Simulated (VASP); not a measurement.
# PtSe2 (P-3m1) in VASP: a series of runs, part 2 of 2

VASP 6.6.1. Earlier steps stand in the parts before.

**3. Relaxation of cell and atoms, PBE+D3(BJ)**

This run uses another cell than the first one, of 19.84 Å³/atom, 0.979 times its volume.

Contents of INCAR:

```
PREC = Accurate
ENCUT = 520
EDIFF = 1E-7
ISMEAR = 0
SIGMA = 0.02
LREAL = F
LASPH = T
NELM = 60
ALGO = Normal
ISIF = 3
LWAVE = F
LCHARG = F
GGA = PE
IVDW = 12
IBRION = 2
NSW = 80
EDIFFG = -0.002
KPAR = 4
```

Contents of KPOINTS:

```
Automatic mesh
0
Gamma
  6 6 4
```

Contents of POSCAR:

```
PtSe2                                   
1.0
    3.7673627565     -0.0000000000     -0.0000000000
   -1.8836813783      3.2626318486     -0.0000000000
    0.0000000000     -0.0000000000      4.8417612597
  Pt              Se            
     1     2
Direct
     0.0000000000000000    0.0000000000000000    1.0000000000000000
     0.3333333300000021    0.6666666699999979    0.2652642111040674
     0.6666666699999979    0.3333333300000021    0.7347357888959325
```

Potentials or basis: VASP PAW PBE potentials, release 64 (Pt, Se).

Started as:

```sh
cat potpaw_PBE.64/Pt/POTCAR potpaw_PBE.64/Se/POTCAR > POTCAR
mpirun -np 4 vasp_std > vasp.out
```

OUTCAR:

```text
PREC = Accurate
   ENCUT = 520
   EDIFF = 1E-7
   ISMEAR = 0
   LREAL = F
   LASPH = T
   NELM = 60
   ISIF = 3
   GGA = PE
   IVDW = 12
   IBRION = 2
   NSW = 80
   EDIFFG = -0.002
 IVDW          = 12

 ion  position               nearest neighbor table
   1  0.000  0.000  0.000-   2 2.53   3 2.53   2 2.53   3 2.53   3 2.53   2 2.53
   2  0.333  0.667  0.265-   1 2.53   1 2.53   1 2.53
   3  0.667  0.333  0.735-   1 2.53   1 2.53   1 2.53

  LATTYP: Found a hexagonal cell.
 ALAT       =     3.7673627565
 C/A-ratio  =     1.2851858376

  Lattice vectors:

 A1 = (   3.7673627565,   0.0000000000,   0.0000000000)
 A2 = (  -1.8836813783,   3.2626318486,   0.0000000000)
 A3 = (   0.0000000000,   0.0000000000,   4.8417612597)

Analysis of symmetry for initial positions (statically):
=====================================================================
 Subroutine PRICEL returns:
 Original cell was already a primitive cell.

 Routine SETGRP: Setting up the symmetry group for a
 hexagonal supercell.

 Subroutine GETGRP returns: Found 12 space group operations
 (whereof 12 operations were pure point group operations)
 out of a pool of 24 trial point group operations.

The static configuration has the point symmetry D_3d.

Analysis of symmetry for dynamics (positions and initial velocities):
=====================================================================
 Subroutine PRICEL returns:
 Original cell was already a primitive cell.

 Routine SETGRP: Setting up the symmetry group for a
 hexagonal supercell.

 Subroutine GETGRP returns: Found 12 space group operations
 (whereof 12 operations were pure point group operations)
 out of a pool of 24 trial point group operations.

The dynamic configuration has the point symmetry D_3d.

 Subroutine INISYM returns: Found 12 space group operations
 (whereof 12 operations are pure point group operations),
 and found     1 'primitive' translations
[... 126 lines left out ...]
   LRPA    =     F    only Hartree local field effects (RPA)
 conjugate gradient relaxation of ions
 non-spin polarized calculation
 Gauss-broadening in eV      SIGMA  =   0.02
  energy-cutoff  :      520.00
  volume of cell :       59.51
 maximum number of plane-waves:      1620
   NGX = 13   NGY = 13   NGZ = 19

 number of electron      21.9999996 magnetization

 Free energy of the ion-electron system (eV)
  ---------------------------------------------------
  ext. energy  EPLUGINS =         0.00000000
  ---------------------------------------------------
  free energy    TOTEN  =       -14.19950328 eV

  energy without entropy =      -14.19882717  energy(sigma->0) =      -14.19916522

 E-fermi :   6.6729     XC(G=0): -10.8140

 val. band max:        6.6678068201   @ k =   0.3333   0.3333   0.0000
 cond. band min:       6.8077569731   @ k =   0.1667   0.1667   0.5000
 fundamental gap:      0.1399501530
 Fermi energy:         6.6728610392

 k-point     1 :       0.0000    0.0000    0.0000
  band No.  band energies     occupation
      1      -8.9668      2.00000
      2      -5.9021      2.00000
      3      -0.4273      2.00000
      4       0.4867      2.00000
      5       0.4867      2.00000
      6       2.9192      2.00000
      7       2.9192      2.00000
      8       4.2215      2.00000
      9       5.6893      2.00000
     10       5.6893      2.00000
     11       7.4501      0.00000
     12       7.7764      0.00000
     13       7.7764      0.00000
     14      10.0726      0.00000
[... 401 lines left out ...]
      2      -6.8907      2.00000
      3       0.2927      2.00000
      4       0.2927      2.00000
      5       0.7422      2.00000
      6       2.2748      2.00000
      7       2.4125      2.00000
      8       2.4125      2.00000
      9       3.2645      2.00000
     10       4.2277      2.00000
     11       4.2277      2.00000
     12       9.0073      0.00000
     13       9.0073      0.00000
     14      13.2656      0.00000
     15      14.2837      0.00000

------------------------ aborting loop because EDIFF is reached ----------------------------------------

 Edisp (eV)   -1.46729

 E8    (eV) :    -0.6304

  FORCE on cell =-STRESS in cart. coord.  units (eV):
  Direction    XX          YY          ZZ          XY          YZ          ZX
  --------------------------------------------------------------------------------------
  -------------------------------------------------------------------------------------
  Total      -0.00211    -0.00211    -0.00469     0.00000     0.00000     0.00000
  in kB      -0.05679    -0.05679    -0.12634     0.00000     0.00000     0.00000
  external pressure =       -0.08 kB  Pullay stress =        0.00 kB

 VOLUME and BASIS-vectors are now :
 -----------------------------------------------------------------------------
  energy-cutoff  :      520.00
  volume of cell :       59.51
      direct lattice vectors                 reciprocal lattice vectors
     3.767362756  0.000000000  0.000000000     0.265437672  0.153250512  0.000000000
    -1.883681378  3.262631849  0.000000000     0.000000000  0.306501023  0.000000000
     0.000000000  0.000000000  4.841761260     0.000000000  0.000000000  0.206536412

 POSITION                                       TOTAL-FORCE (eV/Angst)
 -----------------------------------------------------------------------------------
      0.00000      0.00000      0.00000        -0.000000      0.000000      0.000000
     -0.00000      2.17509      1.28435        -0.000000     -0.000000      0.001484
      1.88368      1.08754      3.55742         0.000000      0.000000     -0.001484
 -----------------------------------------------------------------------------------
    total drift:                               -0.000000      0.000000      0.000000

  FREE ENERGIE OF THE ION-ELECTRON SYSTEM (eV)
  ---------------------------------------------------
  free  energy   TOTEN  =       -15.6667978929 eV

  energy  without entropy=      -15.6661217798  energy(sigma->0) =      -15.66645984

 reached required accuracy - stopping structural energy minimisation
```

CONTCAR:

```text
PtSe2
   1.00000000000000
     3.7673627564999999    0.0000000000000000    0.0000000000000000
    -1.8836813782999999    3.2626318485999999    0.0000000000000000
     0.0000000000000000    0.0000000000000000    4.8417612597000002
  Pt              Se
     1     2
Direct
     0.0000000000000000    0.0000000000000000    0.0000000000000000
     0.3333333300000021    0.6666666699999979    0.2652642111040677
     0.6666666699999979    0.3333333300000021    0.7347357888959323

  0.00000000E+00  0.00000000E+00  0.00000000E+00
  0.00000000E+00  0.00000000E+00  0.00000000E+00
  0.00000000E+00  0.00000000E+00  0.00000000E+00
```

It took 14 s on 4 MPI ranks of Intel Xeon Platinum 8259CL at 2.50GHz (Skylake/Cascade Lake), shared host; peak memory 0.18 GiB.

What came out:

```yaml
Free_energy: -15.6668 eV
Pressure_after_relaxing: 0.0 GPa
Band_gap_on_the_k_mesh: none (metal or under the smearing width)
Dispersion_energy_per_atom: -0.489 eV
```

Final structure:
```cif
data_structure
_symmetry_space_group_name_H-M 'P 1'
_symmetry_Int_Tables_number 1
_cell_length_a 3.7674
_cell_length_b 3.7674
_cell_length_c 4.8418
_cell_angle_alpha 90.000
_cell_angle_beta 90.000
_cell_angle_gamma 120.000
_cell_volume 59.51
loop_
_atom_site_label
_atom_site_type_symbol
_atom_site_fract_x
_atom_site_fract_y
_atom_site_fract_z
_atom_site_occupancy
Pt1 Pt 0.00000 0.00000 0.00000 1
Se1 Se 0.33333 0.66667 0.26526 1
Se2 Se 0.66667 0.33333 0.73474 1
```

Caveat: the relaxation stopped at its first step, so nothing moved; pairwise dispersion overbinds metals, which lowers pressure and volume.

**4. Vibrations by finite differences, PBE+D3(BJ)**

This run uses another cell than the first one, of 19.84 Å³/atom, 0.979 times its volume.

Contents of INCAR:

```
SYSTEM = PtSe2
ALGO     = Normal         ! electronic algorithm
EDIFF    = 1E-8           ! SCF threshold, eV
ENCUT    = 520            ! plane-wave cutoff, eV
GGA      = PE             ! functional
IBRION   = 6              ! ionic algorithm
ISIF     = 2              ! what is computed and relaxed
ISMEAR   = 0              ! smearing method
IVDW     = 12             ! dispersion correction
KPAR     = 4            
LASPH    = .True.         ! aspherical terms in the spheres
LCHARG   = .False.        ! write CHGCAR
LREAL    = .False.        ! projectors in reciprocal space
LWAVE    = .False.        ! write WAVECAR
NELM     = 60             ! most SCF steps
NFREE    = 2            
NSW      = 1              ! ionic steps
POTIM    = 0.015          ! step
PREC     = Accurate       ! precision mode
SIGMA    = 0.02           ! smearing width, eV
```

Contents of KPOINTS:

```
k-points
0
Gamma
  6 6 4
  0 0 0
```

Contents of POSCAR:

```
PtSe2                                   
1.0
    3.7673627565      0.0000000000      0.0000000000
   -1.8836813783      3.2626318486      0.0000000000
    0.0000000000      0.0000000000      4.8417612597
  Pt              Se            
     1     2
Direct
     0.0000000000000000    0.0000000000000000    0.0000000000000000
     0.3333333300000021    0.6666666699999979    0.2652642111040677
     0.6666666699999979    0.3333333300000021    0.7347357888959323
```

Started as:

```sh
cat potpaw_PBE.64/Pt/POTCAR potpaw_PBE.64/Se/POTCAR > POTCAR
mpirun -np 4 vasp_std > vasp.out
```

Run time: 2 min. Hardware: 4 MPI ranks of Intel Xeon Platinum 8259CL at 2.50GHz (Skylake/Cascade Lake), shared host; peak memory 0.29 GiB.

Results (log left out):

```
Highest phonon frequency at Γ : 214 cm⁻¹
Dispersion energy per atom    : -0.489 eV
```

Phonon frequencies in cm⁻¹ (negative: imaginary):
| q point | frequencies |
| --- | --- |
| (0.000, 0.000, 0.000) | -1 0 0 134 134 204 211 214 214 |

Caveat: pairwise dispersion overbinds metals, which lowers pressure and volume. The run has no spin-orbit coupling, so splittings on Pt are missing.
